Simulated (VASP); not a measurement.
# KF (Carobbiite) (Fm-3m) in VASP: further runs

Runs on KF (Carobbiite). Level: PBEsol. Tasks: relaxation of the atoms.

Program: VASP 6.6.1. These are calculated values, not measurements. Logs are shortened: lines on timing, memory, paths and dates and some standing lists are left out, and cuts for length are marked.

## Step 1: The undisturbed crystal

The structure is cubic, space group Fm-3m (No. 225). The conventional cell has a = 5.344 Å, b = 5.344 Å, c = 5.344 Å, α = 90.00°, β = 90.00°, γ = 90.00°. Around K (site symmetry m-3m) lie 6 F at 2.67 Å. F (site symmetry m-3m) has 6 K at 2.67 Å as nearest neighbours.

## Step 2: Relaxation of the atoms, PBEsol (a relaxed cell with its volume scaled by 1.02)

Contents of INCAR:

```
SYSTEM = KF
  ALGO = Normal
  EDIFF = 1E-7
  EDIFFG = -0.01
  ENCUT = 600
  GGA = PS
  IBRION = 2
  ISIF = 2
  ISMEAR = 0
  LASPH = .TRUE.
  LCHARG = .FALSE.
  LREAL = .FALSE.
  LWAVE = .FALSE.
  NELM = 80
  NSW = 40
  PREC = Accurate
  SIGMA = 0.03
```

Contents of KPOINTS:

```
k-points
0
G
  10 10 10
  0 0 0
```

Contents of POSCAR:

```
KF                                      
1.0
   -0.0000000000      2.6725530265      2.6725530265
    2.6725530265      0.0000000000      2.6725530265
    2.6725530265      2.6725530265      0.0000000000
  K               F             
     1     1
Direct
     0.0000000000000000    0.0000000000000000    1.0000000000000000
     0.5000000000000000    0.5000000000000000    0.5000000000000000
```

Potentials or basis: VASP PAW PBE potentials, release 64 (K_sv, F).

Started as:

```bash
$ cat potpaw_PBE.64/K_sv/POTCAR potpaw_PBE.64/F/POTCAR > POTCAR
$ mpirun -np 1 vasp_std > vasp.out
```

OUTCAR:

```text
SYSTEM = KF
   EDIFF = 1E-7
   EDIFFG = -0.01
   ENCUT = 600
   GGA = PS
   IBRION = 2
   ISIF = 2
   ISMEAR = 0
   LASPH = .TRUE.
   LREAL = .FALSE.
   NELM = 80
   NSW = 40
   PREC = Accurate

 ion  position               nearest neighbor table
   1  0.000  0.000  0.000-   2 2.67   2 2.67   2 2.67   2 2.67   2 2.67   2 2.67
   2  0.500  0.500  0.500-   1 2.67   1 2.67   1 2.67   1 2.67   1 2.67   1 2.67

  LATTYP: Found a face centered cubic cell.
 ALAT       =     5.3451060530

  Lattice vectors:

 A1 = (   0.0000000000,   2.6725530265,   2.6725530265)
 A2 = (   2.6725530265,   0.0000000000,   2.6725530265)
 A3 = (   2.6725530265,   2.6725530265,   0.0000000000)

Analysis of symmetry for initial positions (statically):
=====================================================================
 Subroutine PRICEL returns:
 Original cell was already a primitive cell.

 Routine SETGRP: Setting up the symmetry group for a
 face centered cubic supercell.

 Subroutine GETGRP returns: Found 48 space group operations
 (whereof 48 operations were pure point group operations)
 out of a pool of 48 trial point group operations.

The static configuration has the point symmetry O_h .

Analysis of symmetry for dynamics (positions and initial velocities):
=====================================================================
 Subroutine PRICEL returns:
 Original cell was already a primitive cell.

 Routine SETGRP: Setting up the symmetry group for a
 face centered cubic supercell.

 Subroutine GETGRP returns: Found 48 space group operations
 (whereof 48 operations were pure point group operations)
 out of a pool of 48 trial point group operations.

The dynamic configuration has the point symmetry O_h .

 Subroutine INISYM returns: Found 48 space group operations
 (whereof 48 operations are pure point group operations),
 and found     1 'primitive' translations

----------------------------------------------------------------------------------------

                                     Primitive cell

  volume of cell :      38.1776

  direct lattice vectors                    reciprocal lattice vectors
     0.000000000  2.672553027  2.672553027    -0.187087027  0.187087027  0.187087027
     2.672553027  0.000000000  2.672553027     0.187087027 -0.187087027  0.187087027
     2.672553027  2.672553027  0.000000000     0.187087027  0.187087027 -0.187087027

  length of vectors
[... 94 lines left out ...]
   NUPDOWN=      -1.0000    fix difference up-down
   EMIN   =  10.00;   EMAX   =-10.00  energy-range for DOS
   EFERMI =   0.00;   METHOD = LEGACY
   ISMEAR =     0;   SIGMA  =   0.03  broadening in eV -4-tet -1-fermi 0-gaus
   EFERMI_NEDOS =   21; number of points for ismear=-14 and -15
   IALGO  =     38    algorithm
   IMIX   =      4    mixing-type and parameters
     AMIX     =   0.40;   BMIX     =  1.00
     AMIX_MAG =   1.60;   BMIX_MAG =  1.00
  volume/ion in A,a.u.               =      19.09       128.82
  Fermi-wavevector in a.u.,A,eV,Ry     =   1.225120  2.315140 20.421230  1.500918
  Thomas-Fermi vector in A             =   2.360169
   LORBIT       =      0    0 simple, 1 ext, 2 COOP (PROOUT), +10 PAW based schemes
   GGA     = PS    functional components
   LHFCALC =     F    Hartree Fock is set to
   AEXX    =    0.0000 exact exchange contribution
   IVDW    =     0    specifies the selected vdW correction
   LEPSILON=     F    determine dielectric tensor
   LRPA    =     F    only Hartree local field effects (RPA)
 conjugate gradient relaxation of ions
 non-spin polarized calculation
 Gauss-broadening in eV      SIGMA  =   0.03
  energy-cutoff  :      600.00
  volume of cell :       38.18
 maximum number of plane-waves:      1296
   NGX = 15   NGY = 15   NGZ = 15

 number of electron      15.9999997 magnetization

 Free energy of the ion-electron system (eV)
  ---------------------------------------------------
  ext. energy  EPLUGINS =         0.00000000
  ---------------------------------------------------
  free energy    TOTEN  =        -8.52112600 eV

  energy without entropy =       -8.52112600  energy(sigma->0) =       -8.52112600

 E-fermi :  -2.6939     XC(G=0):  -8.6045

 val. band max:       -2.9112949403   @ k =   0.0000   0.0000   0.0000
 cond. band min:       3.1163682208   @ k =   0.0000   0.0000   0.0000
 fundamental gap:      6.0276631610
 Fermi energy:        -2.6939413649

 k-point     1 :       0.0000    0.0000    0.0000
  band No.  band energies     occupation
      1     -28.8765      2.00000
      2     -21.4404      2.00000
      3     -12.1890      2.00000
      4     -12.1890      2.00000
      5     -12.1890      2.00000
      6      -2.9113      2.00000
      7      -2.9113      2.00000
      8      -2.9113      2.00000
      9       3.1164      0.00000
     10       7.7233      0.00000
     11       7.7233      0.00000
     12       7.7233      0.00000
[... 331 lines left out ...]
 k-point    24 :       0.4000    0.3000    0.0000
  band No.  band energies     occupation
      1     -28.7785      2.00000
      2     -21.4763      2.00000
      3     -12.5581      2.00000
      4     -12.3637      2.00000
      5     -12.3515      2.00000
      6      -3.3306      2.00000
      7      -3.0198      2.00000
      8      -2.9976      2.00000
      9       5.6800      0.00000
     10       6.2280      0.00000
     11       9.1048      0.00000
     12      10.0601      0.00000

 [... further k-points ...]

------------------------ aborting loop because EDIFF is reached ----------------------------------------

  FORCE on cell =-STRESS in cart. coord.  units (eV):
  Direction    XX          YY          ZZ          XY          YZ          ZX
  --------------------------------------------------------------------------------------
  -------------------------------------------------------------------------------------
  Total       -0.1576484     -0.1576484     -0.1576484     -0.0000000     -0.0000000      0.0000000
  in kB       -6.6159337     -6.6159337     -6.6159337     -0.0000000     -0.0000000      0.0000000
  external PRESSURE =      -6.6159337 kB  Pullay stress =       0.0000000 kB

 VOLUME and BASIS-vectors are now :
 -----------------------------------------------------------------------------
  energy-cutoff  :      600.00
  volume of cell :       38.18
      direct lattice vectors                 reciprocal lattice vectors
     0.000000000  2.672553027  2.672553027    -0.187087027  0.187087027  0.187087027
     2.672553027  0.000000000  2.672553027     0.187087027 -0.187087027  0.187087027
     2.672553027  2.672553027  0.000000000     0.187087027  0.187087027 -0.187087027

 POSITION                                       TOTAL-FORCE (eV/Angst)
 -----------------------------------------------------------------------------------
      0.00000      0.00000      0.00000         0.000000     -0.000000      0.000000
      2.67255      2.67255      2.67255        -0.000000      0.000000     -0.000000
 -----------------------------------------------------------------------------------
    total drift:                                0.000000      0.000000      0.000000

  FREE ENERGIE OF THE ION-ELECTRON SYSTEM (eV)
  ---------------------------------------------------
  free  energy   TOTEN  =        -8.5211260036 eV

  energy  without entropy=       -8.5211260036  energy(sigma->0) =       -8.52112600

 reached required accuracy - stopping structural energy minimisation
```

CONTCAR:

```text
KF
   1.00000000000000
     0.0000000000000000    2.6725530265000002    2.6725530265000002
     2.6725530265000002    0.0000000000000000    2.6725530265000002
     2.6725530265000002    2.6725530265000002    0.0000000000000000
  K               F
     1     1
Direct
     0.0000000000000000    0.0000000000000000    0.0000000000000000
     0.5000000000000000    0.5000000000000000    0.5000000000000000

  0.00000000E+00  0.00000000E+00  0.00000000E+00
  0.00000000E+00  0.00000000E+00  0.00000000E+00
```

It took 12 s on 1 thread of Intel Xeon 6975P-C (Granite Rapids), shared host; peak memory 0.18 GiB.

What came out:

```yaml
Free_energy: -8.5211 eV
Pressure_after_relaxing: -0.7 GPa
Band_gap_on_the_k_mesh: 6.03 eV, direct
```

Final structure:
```
K F
1.0
     0.00000    2.67255    2.67255
     2.67255    0.00000    2.67255
     2.67255    2.67255    0.00000
K F
1 1
Direct
  0.00000 0.00000 0.00000
  0.50000 0.50000 0.50000
```

Levels at points of the mesh, in eV from the valence-band top:
| k point | band 5 | band 6 | band 7 | band 8 | band 9 | band 10 | band 11 | band 12 |
| --- | --- | --- | --- | --- | --- | --- | --- | --- |
| (0.00, 0.00, 0.00) | -9.28 | 0.00 | 0.00 | 0.00 | 6.03 | 10.63 | 10.63 | 10.63 |
| (0.50, 0.00, 0.00) | -9.31 | -0.81 | -0.35 | -0.35 | 8.97 | 10.46 | 12.05 | 12.05 |
| (0.50, 0.50, 0.00) | -9.49 | -0.21 | -0.06 | -0.06 | 8.10 | 10.23 | 11.65 | 13.60 |

Caveat: the relaxation stopped at its first step, so nothing moved; the PAW data sets were made with another functional, which shifts forces and pressure a little.

## Step 3: Relaxation of the atoms, PBEsol (a relaxed cell with its volume scaled by 1.04)

INCAR is that of step 2.

KPOINTS is that of step 2.

Contents of POSCAR:

```
KF                                      
1.0
   -0.0000000000      2.6899077532      2.6899077532
    2.6899077532      0.0000000000      2.6899077532
    2.6899077532      2.6899077532      0.0000000000
  K               F             
     1     1
Direct
     0.0000000000000000    0.0000000000000000    1.0000000000000000
     0.5000000000000000    0.5000000000000000    0.5000000000000000
```

Potentials or basis: VASP PAW PBE potentials, release 64 (K_sv, F).

Started as:

```bash
$ cat potpaw_PBE.64/K_sv/POTCAR potpaw_PBE.64/F/POTCAR > POTCAR
$ mpirun -np 1 vasp_std > vasp.out
```

It took 12 s on 1 thread of Intel Xeon 6975P-C (Granite Rapids), shared host; peak memory 0.18 GiB.

The run converged. Its results:

| Quantity | Value |
| --- | --- |
| Free energy | -8.5177 eV |
| Pressure after relaxing | -1.2 GPa |
| Band gap on the k mesh | 5.93 eV, direct |

Final structure:
```
K F
1.0
     0.00000    2.68991    2.68991
     2.68991    0.00000    2.68991
     2.68991    2.68991    0.00000
K F
1 1
Direct
  0.00000 0.00000 0.00000
  0.50000 0.50000 0.50000
```

Levels at points of the mesh, in eV from the valence-band top:
| k point | band 5 | band 6 | band 7 | band 8 | band 9 | band 10 | band 11 | band 12 |
| --- | --- | --- | --- | --- | --- | --- | --- | --- |
| (0.00, 0.00, 0.00) | -9.35 | 0.00 | 0.00 | 0.00 | 5.93 | 10.58 | 10.58 | 10.58 |
| (0.50, 0.00, 0.00) | -9.38 | -0.79 | -0.34 | -0.34 | 8.89 | 10.32 | 11.95 | 11.95 |
| (0.50, 0.50, 0.00) | -9.55 | -0.22 | -0.06 | -0.06 | 8.09 | 10.13 | 11.50 | 13.49 |

Caveat: the relaxation stopped at its first step, so nothing moved; the PAW data sets were made with another functional, which shifts forces and pressure a little.
